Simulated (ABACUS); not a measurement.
Wanted: an ASE script for an ABACUS 3.10.1 run.

```
Task                                          : single point
Functional                                    : M06-L
Potentials or basis                           : SG15 ONCV 1.2 PBE
Cutoff                                        : 1374 eV
Density cutoff                                : 5497 eV
Basis                                         : plane waves
k mesh                                        : 5 × 5 × 5
Occupations                                   : fermi-dirac, width 0.05 eV
Spin                                          : no spin polarisation
Radial cutoff of the potentials (pseudo_rcut) : 10 bohr
SCF threshold on the density                  : 1e-08
Max SCF steps                                 : 100
Eigensolver                                   : dav
Mixing                                        : broyden
Mixing share                                  : 0.7
Symmetry key                                  : 1
Bands                                         : 23
```

The structure of ZnSe (Stilleite) lies in ZnSe.cif:

```cif
data_ZnSe
_cell_length_a 5.66760000
_cell_length_b 5.66760000
_cell_length_c 5.66760000
_cell_angle_alpha 90.00000000
_cell_angle_beta 90.00000000
_cell_angle_gamma 90.00000000
_space_group_name_H-M_alt 'F-43m'
_space_group_name_Hall 'F -4 2 3'
_space_group_IT_number 216
loop_
_space_group_symop_operation_xyz
'x,y,z'
'y,-x,-z'
'-x,-y,z'
'-y,x,-z'
'x,-y,-z'
'y,x,z'
'-x,y,-z'
'-y,-x,z'
'z,x,y'
'-z,y,-x'
'z,-x,-y'
'-z,-y,x'
'-z,x,-y'
'z,y,x'
'-z,-x,y'
'z,-y,-x'
'y,z,x'
'-x,-z,y'
'-y,z,-x'
'x,-z,-y'
'-y,-z,x'
'x,z,y'
'y,-z,-x'
'-x,z,-y'
'x,y+1/2,z+1/2'
'y,-x+1/2,-z+1/2'
'-x,-y+1/2,z+1/2'
'-y,x+1/2,-z+1/2'
'x,-y+1/2,-z+1/2'
'y,x+1/2,z+1/2'
'-x,y+1/2,-z+1/2'
'-y,-x+1/2,z+1/2'
'z,x+1/2,y+1/2'
'-z,y+1/2,-x+1/2'
'z,-x+1/2,-y+1/2'
'-z,-y+1/2,x+1/2'
'-z,x+1/2,-y+1/2'
'z,y+1/2,x+1/2'
'-z,-x+1/2,y+1/2'
'z,-y+1/2,-x+1/2'
'y,z+1/2,x+1/2'
'-x,-z+1/2,y+1/2'
'-y,z+1/2,-x+1/2'
'x,-z+1/2,-y+1/2'
'-y,-z+1/2,x+1/2'
'x,z+1/2,y+1/2'
'y,-z+1/2,-x+1/2'
'-x,z+1/2,-y+1/2'
'x+1/2,y,z+1/2'
'y+1/2,-x,-z+1/2'
'-x+1/2,-y,z+1/2'
'-y+1/2,x,-z+1/2'
'x+1/2,-y,-z+1/2'
'y+1/2,x,z+1/2'
'-x+1/2,y,-z+1/2'
'-y+1/2,-x,z+1/2'
'z+1/2,x,y+1/2'
'-z+1/2,y,-x+1/2'
'z+1/2,-x,-y+1/2'
'-z+1/2,-y,x+1/2'
'-z+1/2,x,-y+1/2'
'z+1/2,y,x+1/2'
'-z+1/2,-x,y+1/2'
'z+1/2,-y,-x+1/2'
'y+1/2,z,x+1/2'
'-x+1/2,-z,y+1/2'
'-y+1/2,z,-x+1/2'
'x+1/2,-z,-y+1/2'
'-y+1/2,-z,x+1/2'
'x+1/2,z,y+1/2'
'y+1/2,-z,-x+1/2'
'-x+1/2,z,-y+1/2'
'x+1/2,y+1/2,z'
'y+1/2,-x+1/2,-z'
'-x+1/2,-y+1/2,z'
'-y+1/2,x+1/2,-z'
'x+1/2,-y+1/2,-z'
'y+1/2,x+1/2,z'
'-x+1/2,y+1/2,-z'
'-y+1/2,-x+1/2,z'
'z+1/2,x+1/2,y'
'-z+1/2,y+1/2,-x'
'z+1/2,-x+1/2,-y'
'-z+1/2,-y+1/2,x'
'-z+1/2,x+1/2,-y'
'z+1/2,y+1/2,x'
'-z+1/2,-x+1/2,y'
'z+1/2,-y+1/2,-x'
'y+1/2,z+1/2,x'
'-x+1/2,-z+1/2,y'
'-y+1/2,z+1/2,-x'
'x+1/2,-z+1/2,-y'
'-y+1/2,-z+1/2,x'
'x+1/2,z+1/2,y'
'y+1/2,-z+1/2,-x'
'-x+1/2,z+1/2,-y'
loop_
_atom_site_label
_atom_site_type_symbol
_atom_site_symmetry_multiplicity
_atom_site_Wyckoff_symbol
_atom_site_fract_x
_atom_site_fract_y
_atom_site_fract_z
_atom_site_occupancy
Se1 Se 4 c 0.2500000000 0.2500000000 0.2500000000 1
Zn1 Zn 4 a 0.0000000000 0.0000000000 0.0000000000 1
```

The input as run:

run_abacus.py

```python
"""ABACUS run from a structure file: ASE reads it, the script writes STRU, KPT and INPUT."""
import re
import subprocess
import spglib
from ase import Atoms
from ase.io import read
from ase.units import Bohr

atoms = read("ZnSe.cif")
cell, frac, numbers = spglib.standardize_cell((atoms.cell[:], atoms.get_scaled_positions(), atoms.numbers), to_primitive=True, symprec=1e-4)
atoms = Atoms(numbers=numbers, cell=cell, scaled_positions=frac, pbc=True)  # the primitive cell
atoms = atoms[(-atoms.numbers).argsort(kind="stable")]  # ABACUS lists atoms element by element
pseudo = {'Se': 'Se_ONCV_PBE-1.2.upf', 'Zn': 'Zn_ONCV_PBE-1.2.upf'}
orbital = {}
magmoms = None
kmesh = [5, 5, 5]
params = {
    'suffix': 'ZnSe',
    'calculation': 'scf',
    'basis_type': 'pw',
    'pseudo_dir': './',
    'symmetry': 1,
    'dft_functional': 'MGGA_X_M06_L+MGGA_C_M06_L',
    'ecutwfc': 101,
    'pseudo_rcut': 10,
    'nspin': 1,
    'nbands': 23,
    'ks_solver': 'dav',
    'smearing_method': 'fd',
    'smearing_sigma': 0.00367493,
    'scf_thr': 1e-08,
    'scf_nmax': 100,
    'mixing_type': 'broyden',
    'mixing_beta': 0.7,
    'cal_force': 1,
    'cal_stress': 1,
    'mixing_tau': 1,
    'out_chg': 1,
    'out_pot': 2,
    'out_elf': 1,
}

symbols = atoms.get_chemical_symbols()
elements = list(dict.fromkeys(symbols))
lines = ["ATOMIC_SPECIES"] + [f"{e} {atoms.get_masses()[symbols.index(e)]:.4f} {pseudo[e]}" for e in elements]
if orbital:
    lines += ["", "NUMERICAL_ORBITAL"] + [orbital[e] for e in elements]
lines += ["", "LATTICE_CONSTANT", f"{1 / Bohr:.10f}", "", "LATTICE_VECTORS"]
lines += [" ".join(f"{x:.10f}" for x in v) for v in atoms.cell]
lines += ["", "ATOMIC_POSITIONS", "Direct"]
for e in elements:
    lines += ["", e, "0.0", str(symbols.count(e))]
    for i, p in enumerate(atoms.get_scaled_positions(wrap=False)):
        if symbols[i] == e:
            mag = "" if magmoms is None else " mag " + " ".join(str(x) for x in (magmoms[i] if isinstance(magmoms[i], list) else [magmoms[i]]))
            lines.append(" ".join(f"{x:.10f}" for x in p) + " 1 1 1" + mag)
open("STRU", "w").write("\n".join(lines) + "\n")
open("KPT", "w").write("K_POINTS\n0\nGamma\n%d %d %d 0 0 0\n" % tuple(kmesh))
open("INPUT", "w").write("INPUT_PARAMETERS\n" + "".join(f"{k:<20s}{v}\n" for k, v in params.items()))

done = subprocess.run(['mpirun', '-np', '4', 'abacus'])
if done.returncode:
    raise SystemExit(done.returncode)
log = open("OUT.ZnSe/running_scf.log").read()
print("final energy (eV):", re.findall(r"FINAL_ETOT_IS (\S+)", log))
```

Potentials or basis: SG15 ONCV 1.2 PBE, plane waves.

Launch:

```sh
$ OMP_NUM_THREADS=1 python run_abacus.py > log
```

Results of the run:

| Item | Value |
| --- | --- |
| Pressure | 1.3 GPa |
| Band gap on the k mesh | 1.72 eV, direct |

Caveat: the potentials were made for another functional, which shifts forces and pressure.

It took 64 s on 4 MPI ranks on AMD EPYC 7R43 64-Core Processor (Zen 3), with other jobs on the host, peak memory 0.32 GiB a rank.
